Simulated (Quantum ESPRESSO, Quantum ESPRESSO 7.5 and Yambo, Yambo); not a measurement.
# AlAs (F-43m): G0W0 on several meshes in Yambo

Aim: the GW shift of AlAs (F-43m) against the k mesh.

Main program and level: Quantum ESPRESSO 7.5 and Yambo 5.3.0; PBE and many-body steps on it, plane waves.

**1. Starting point**

Symmetry: F-43m, No. 216, cubic system. The conventional cell has a = 5.661 Å, b = 5.661 Å, c = 5.661 Å, α = 90.00°, β = 90.00°, γ = 90.00°. Al has 4 As at 2.45 Å nearest. As has 4 Al at 2.45 Å nearest. Farther neighbours are not listed.

The cell and positions come from the Crystallography Open Database and are kept as given unless a step says otherwise.

**2. Empty states on the mesh, 4×4×4 mesh, 300 bands**

This step: Quantum ESPRESSO 7.5; DFT, PBE, plane waves, norm-conserving pseudopotentials.

The sums over transitions need many empty states on a uniform mesh; this step solves for them.

pw.in

```
&control
  calculation = 'nscf'
  prefix = 'x'
  outdir = 'o'
  pseudo_dir = 'pseudo'
/
&system
  ibrav = 0
  nat = 2
  ntyp = 2
  ecutwfc = 76.0
  nbnd = 300
  force_symmorphic = .true.
/
&electrons
  conv_thr = 1e-9
  electron_maxstep = 80
  diago_full_acc = .true.
  diago_thr_init = 5e-6
/
ATOMIC_SPECIES
  Al 26.982 Al.upf
  As 74.922 As.upf
CELL_PARAMETERS angstrom
  0.0000000000 2.8304000000 2.8304000000
  2.8304000000 0.0000000000 2.8304000000
  2.8304000000 2.8304000000 -0.0000000000
ATOMIC_POSITIONS crystal
  Al 0.0000000000 0.0000000000 0.0000000000
  As 0.2500000000 0.2500000000 0.2500000000
K_POINTS automatic
  4 4 4 0 0 0
```

Command:

```sh
> OMP_NUM_THREADS=1 mpirun -n 4 pw.x -nk 4 -in pw.in > pw.out
```

The log of the run:

```text
Program PWSCF v.7.5 starts

     This program is part of the open-source Quantum ESPRESSO suite
     for quantum simulation of materials; please cite
         "P. Giannozzi et al., J. Phys.:Condens. Matter 21 395502 (2009);
         "P. Giannozzi et al., J. Phys.:Condens. Matter 29 465901 (2017);
         "P. Giannozzi et al., J. Chem. Phys. 152 154105 (2020);
     in publications or presentations arising from this work. More details at

     Atomic positions and unit cell read from directory:
     o/x.save/

     Message from routine setup:
[...]
69.8436  69.8436  71.2470  72.2975  73.3165  73.3165  74.9535  74.9535
     [... 26 further rows ...]
   194.5043 194.5043 194.6918 195.4889 196.0899 196.0934 196.0934 196.1021
   196.7523 196.7523 197.3911 197.4236

          k = 0.3536 0.0000 0.0000 (  3479 PWs)   bands (ev):

     [... further k-points ...]

     highest occupied, lowest unoccupied level (ev):     6.5055    7.9419

     XML data file, pseudopotentials, collected wavefunctions

=------------------------------------------------------------------------------=
   JOB DONE.
=------------------------------------------------------------------------------=
```

Wall time 28 s (4 MPI ranks of Arm Neoverse V1, shared host); peak memory 0.58 GiB; 1.8 min of CPU time.

This step gave:

```
gap                                                           : 1.436 eV
k of the valence top                                          : 0, 0, 0
k of the conduction bottom                                    : 0, -0.5, -0.5
least direct gap                                              : 2.045 eV
k points computed                                             : 8
lowest point of the top converged band, above the valence top : 187.2229 eV
```

On this mesh the gap is 1.436 eV.

The density comes from a self-consistent run that is not shown.

**3. Conversion and set-up**

This step: Yambo 5.3.0; conversion and set-up on PBE, plane waves, norm-conserving pseudopotentials.

The states are converted to the many-body program's format and the q mesh is built.

Command:

```sh
> (cd o/x.save; p2y > p2y.log; mv SAVE ../..); yambo > setup.log
```

The log of the run:

```text
 Yambo, version 5.3.0

 [02] CORE Variables Setup
 =========================

  [02.01] Unit cells
  ==================

  Cell kind             :  FCC
  Atoms in the cell     :  Al  As
  number of Al atoms    :  1
  number of As atoms    :  1

  List of atomic masses
  Mass of Al    :  26.98200
  Mass of As    :  74.92200

  List of atomic coordinates    : [cc]
  Al1       :  0.000000  0.000000  0.000000  order 1
  As1       :  2.674340  2.674340  2.674340  order 2

  Alat factors          :  5.348681  5.348681  5.348681 [a.u.]
  Direct lattice volume :  306.0343 [a.u.]
[...]
==========================================

 IBZ Q-points                                      :   8
 BZ  Q-points                                      :   64

 K/Q-points units:
 rlu = crystal or reduced units; cc = cartesian coordinates; iku = interal k-units

 Q [1]          [rlu]:  0.000000  0.000000  0.000000
 Q [2]          [rlu]:  0.81056E-17  0.81056E-17  0.25000
 Q [3]          [rlu]: -0.16211E-16 -0.16211E-16 -0.50000
[...]
Q [7]          [rlu]:  0.19445E-16 -0.50000     -0.50000
 Q [8]          [rlu]:  0.250000 -0.500000 -0.250000

  [03.01] X indexes
  =================

   [03.01.01] Sigma indexes
   ========================

 [06] Game Over & Game summary
```

The job ended after 2.7 s (1 MPI rank; peak memory 0.25 GiB).

**4. 4×4×4**

Now the one-shot GW correction: screening in the RPA, then the self-energy of the levels asked for.

This step: G0W0 on PBE, plane waves, norm-conserving pseudopotentials.

gw2.in

```
HF_and_locXC
gw0
dyson
ppa
em1d
rim_cut
RandQpts= 1000000
RandGvec= 1 RL
EXXRLvcs= 76 Ry
VXCRLvcs= 304 Ry
Chimod= "HARTREE"
% BndsRnXp
 1 | 127 |
%
NGsBlkXp= 10.5 Ry
% LongDrXp
 1 | 1 | 1 |
%
% GbndRnge
 1 | 127 |
%
DysSolver= "n"
ExtendOut
PPAPntXp= 27.21138 eV
% QPkrange
 1 | 1 | 8 | 11 |
 7 | 7 | 8 | 11 |
%
```

Command:

```sh
> OMP_NUM_THREADS=1 mpirun -n 4 yambo -F gw2.in -J gw2 -C gw2 > gw2.log
```

The log of the run:

```text
 Yambo, version 5.3.0

 [02] CORE Variables Setup
 =========================

  [... cell, symmetries and grids as in the set-up ...]

  [02.05] Energies & Occupations
  ==============================

  [X] === General ===
  [X] Electronic Temperature                        :  0.000000  0.000000 [eV K]
  [X] Bosonic    Temperature                        :  0.000000  0.000000 [eV K]
  [X] Finite Temperature mode                       : no
  [X] El. density                                   :  0.39692E+24 [cm-3]
  [X] Fermi Level                                   :  6.505537 [eV]

  [X] === Gaps and Widths ===
  [X] Conduction Band Min                           :  1.436385 [eV]
  [X] Valence Band Max                              :  0.000000 [eV]
  [X] Filled Bands                                  :   9
  [X] Empty Bands                                   :   10  300
  [X] Direct Gap                                    :  2.044983 [eV]
  [X] Direct Gap localized at k                     :  1
  [X] Indirect Gap                                  :  1.436385 [eV]
  [X] Indirect Gap between kpts                     :   1   7
  [X] Last valence band width                       :  2.822646 [eV]
  [X] 1st conduction band width                     :  2.893489 [eV]

 [03] Transferred momenta grid and indexing
 ==========================================

 IBZ Q-points                                      :   8
 BZ  Q-points                                      :   64

 K/Q-points units:
 rlu = crystal or reduced units; cc = cartesian coordinates; iku = interal k-units

 Q [1]          [rlu]:  0.000000  0.000000  0.000000
 Q [2]          [rlu]:  0.81056E-17  0.81056E-17  0.25000
 Q [3]          [rlu]: -0.16211E-16 -0.16211E-16 -0.50000
 Q [4]          [rlu]: -0.97223E-17  0.25000      0.25000
 Q [5]          [rlu]:  0.15221E-16  0.25000      0.50000
 Q [6]          [rlu]: -0.71722E-16  0.25000     -0.25000
 Q [7]          [rlu]:  0.19445E-16 -0.50000     -0.50000
 Q [8]          [rlu]:  0.250000 -0.500000 -0.250000

 [04] Coloumb potential Random Integration (RIM)
 ===============================================

  [04.01] RIM initialization
  ==========================

  * Diagonal components only detected *

  8 x (sBL volume)        :  0.101316 [a.u.]
  sBZ random points       :  1000000
  Points outside the sBZ  :   7968281
  RL volume               :  0.810531 [a.u.]
  Integrated volume       :  0.813757 [a.u.]

  [04.02] RIM integrals
  =====================

  Gamma point sphere radius             :  0.084562 [a.u.]
  Points outside the sphere             :   800476
  [Int_sBZ(q=0) 1/q^2]*(Vol_sBZ)^(-1/3) =:  7.776341
                                 should be <:  7.795600

  Summary of Coulomb integrals for non-metallic bands |Q|[au] RIM/Bare

  Q [1] 0.100000E-4 0.997530 * Q [2] 0.254334 1.068862
  Q [4] 0.293679 1.067204 * Q [6] 0.415325 1.029264
  Q [5] 0.487012 1.022872 * Q [3] 0.508667 1.020326
  Q [7] 0.587358 1.017560 * Q [8] 0.656687 1.014592

 [WARNING] [Xp] User bands 1-127 break level degeneracy

 [05] Dipoles
 ============

  [05.01] Setup: observables and procedures
  =========================================

 [06] Dynamic Dielectric Matrix (PPA)
 ====================================

 [WR./gw2//ndb.pp]---------------------------------------------------------------
  Brillouin Zone Q/K grids (IBZ/BZ)                :    8   64    8   64
  RL vectors                                       :   4279 [WF]
  Coulomb cutoff potential                         : none
  Electronic Temperature                           :  0.000000 [K]
  Bosonic    Temperature                           :  0.000000 [K]
  PPA    diel. fun.  energies                      : Perdew, Burke & Ernzerhof(X)+Perdew, Burke & Ernzerhof(C)
  wavefunctions                                    : Perdew, Burke & Ernzerhof(X)+Perdew, Burke & Ernzerhof(C)
  Global Gauge                                     : length
  X matrix size                                    :  181
  X band range                                     :    1  127
  X e/h energy range                               : -1.000000 -1.000000 [eV]
  X Time ordering                                  : R
  X Hxc Kernel                                     : HARTREE
  X Drude frequency                                :  0.000000  0.000000
  X poles                                          :  100.0000 [o/o]
  RL vectors in the sum                            :   4279
  [r,Vnl] included                                 : yes
  Field direction                                  :  0.577350E-5  0.577350E-5  0.577350E-5
  BZ energy Double Grid                            : no
  BZ energy DbGd points                            : 0
  BZ Q point size factor                           : -1.000000
  X Optical Averaged directions                    : none

 [07] Local Exchange-Correlation + Non-Local Fock
 ================================================

 [VXC] Plane waves :  27317
 [EXS] Plane waves :   3527

 QP @ state[ 1 ] K range:  1  1
 QP @ state[ 1 ] b range:   8  11
 QP @ state[ 2 ] K range:   7   7
 QP @ state[ 2 ] b range:   8  11

 [xc] Functional : Perdew, Burke & Ernzerhof(X)+Perdew, Burke & Ernzerhof(C)
 [xc] LIBXC used to calculate xc functional
  PP Number of Atomic Species                      :  2
  NLCC RL compoments                               :  27317
  PP Number of Atomic Species                      :  2
  NLCC RL compoments                               :  27317

 [xc] E_xc :  -11.78303 [Ha]
      E_xc :  -23.56606 [Ry]

  Local XC kind (lXC) : Perdew, Burke & Ernzerhof(X)+Perdew, Burke & Ernzerhof(C)
  Non-Local XC kind (nlXC) : Hartree-Fock

  Corrections @ K [1] :  [eV]
 <8|nlXC|8> = -15.18115  0.56578E-17 <8|lXC|8> = -12.47958 -0.18882E-15
 <9|nlXC|9> = -15.18119  0.85597E-17 <9|lXC|9> = -12.47958 -0.18882E-15
 <10|nlXC|10> = -7.646070  0.62677E-17 <10|lXC|10> = -11.50547  0.11801E-16
 <11|nlXC|11> = -4.905971 -0.46906E-17 <11|lXC|11> = -9.416382  0.94408E-16

  Corrections @ K [7] :  [eV]
 <8|nlXC|8> = -14.54787  0.12815E-16 <8|lXC|8> = -11.21427  0.47204E-16
 <9|nlXC|9> = -14.54786 -0.44628E-18 <9|lXC|9> = -11.21427 -0.23602E-16
 <10|nlXC|10> = -4.643998 -0.94592E-18 <10|lXC|10> = -8.298672  0.17702E-16
 <11|nlXC|11> = -5.133939 -0.87347E-18 <11|lXC|11> = -8.962423 -0.70806E-16

 [08] Dyson equation: Newton solver
 ==================================

  [08.01] G0W0 (W PPA)
  ====================

  [  GW  ] Bands range     :    1  127
  [GW/PPA] G damping       :  0.100000 [eV]

  QP @ state[ 1 ] K range:  1  1
  QP @ state[ 1 ] b range:   8  11
  QP @ state[ 2 ] K range:   7   7
  QP @ state[ 2 ] b range:   8  11

   Sc/G bands                                       :    1  127
   Sc/G damping                                     :  0.100000 ev
   Sc bands terminator                              : no
   Sx RL components                                 :   3527

   QP @ state[ 1 ] K range                          :  1  1
   QP @ state[ 1 ] b range                          :   8  11
   QP @ state[ 2 ] K range                          :   7   7
   QP @ state[ 2 ] b range                          :   8  11
   GF energies kind                                 : Perdew, Burke & Ernzerhof(X)+Perdew, Burke & Ernzerhof(C)
   GF WF`s kind                                     : Perdew, Burke & Ernzerhof(X)+Perdew, Burke & Ernzerhof(C)
   Xs energies kind                                 : Perdew, Burke & Ernzerhof(X)+Perdew, Burke & Ernzerhof(C)
   Xs WF`s kind                                     : Perdew, Burke & Ernzerhof(X)+Perdew, Burke & Ernzerhof(C)

 [11] Game Over & Game summary
```

The job ended after 64 s (4 MPI ranks; peak memory 1.6 GiB).

Numbers from this step:

* G0W0 gap on the points computed: 2.502 eV
* starting gap on the mesh: 1.436 eV
* k of the valence top: 0, 0, 0
* k of the conduction bottom: 0, -0.5, -0.5
* least direct G0W0 gap on the computed points: 3.130 eV
* Z at the valence top: 0.7880
* Z at the conduction bottom: 0.8050

The gap on the mesh goes from 1.44 eV to 2.50 eV, a correction of +1.07 eV.

**5. Empty states on the mesh, 2×2×2 mesh, 127 bands**

This step: Quantum ESPRESSO 7.5; DFT, PBE, plane waves, norm-conserving pseudopotentials.

Changes to pw.in since step 2:

```diff
@@ -11,3 +11,3 @@
   ecutwfc = 76.0
-  nbnd = 300
+  nbnd = 127
   force_symmorphic = .true.
@@ -31,2 +31,2 @@
 K_POINTS automatic
-  4 4 4 0 0 0
+  2 2 2 0 0 0
```

Command:

```sh
> OMP_NUM_THREADS=1 mpirun -n 4 pw.x -nk 4 -in pw.in > pw.out
```

The log of the run:

```text
[banner, memory and clock lines left out]
Program PWSCF v.7.5 starts

     Atomic positions and unit cell read from directory:
     o/x.save/

     Message from routine setup:
     using ibrav=0 with symmetry is DISCOURAGED, use correct ibrav instead

     Message from routine divide_et_impera:
     suboptimal parallelization: some nodes have no k-points

     G-vector sticks info

     bravais-lattice index     =            0
     lattice parameter (alat)  =       7.5642  a.u.
     unit-cell volume          =     306.0343 (a.u.)^3
     number of atoms/cell      =            2
[...]
k =-0.3536-0.3536 0.3536 (  3426 PWs)   bands (ev):

[...]
[... 4 further rows ...]
[...]
103.1035 104.0964 104.5014 105.0396 105.0396 105.6092 105.6092

          k =-0.7071 0.0000 0.0000 (  3378 PWs)   bands (ev):

[...]
71.8785  74.3780  74.6514  75.2816  75.2816  75.5902  76.6018  76.6932
     [... 4 further rows ...]
    97.8319  99.1746 100.1465 100.1465 100.6177 101.9287 101.9287 102.9819
   103.4775 105.3166 105.3166 105.3373 108.3190 110.7865 110.7865

     highest occupied, lowest unoccupied level (ev):     6.5055    7.9419

     XML data file, pseudopotentials, collected wavefunctions
```

Elapsed: 4.6 s, on 4 MPI ranks; peak memory 0.3 GiB.

This step gave:

```yaml
gap: 1.436 eV
k_of_the_valence_top: 0, 0, 0
k_of_the_conduction_bottom: 0, -0.5, -0.5
least_direct_gap: 2.045 eV
k_points_computed: 3
lowest_point_of_the_top_converged_band_above_the_valence_top: 99.1036 eV
```

On this mesh the gap is 1.436 eV.

(Part 1 of 2 ends here.)

[Paths, hosts, dates, memory and timing lines, banners, echoed tables and standing remarks are left out of the program output.]

[Logs are printed without paths, hosts, clocks, repeated set-up lines and the standing remarks that a program may print on its own settings, such as how far it seeks lower states.]

[Runs of the session that timed out or met a known fault of the program may be left out.]

[Hosts, paths, dates, database ids (printed as entryN), source tags and the programs' standing remarks are cut or masked in the printed files.]
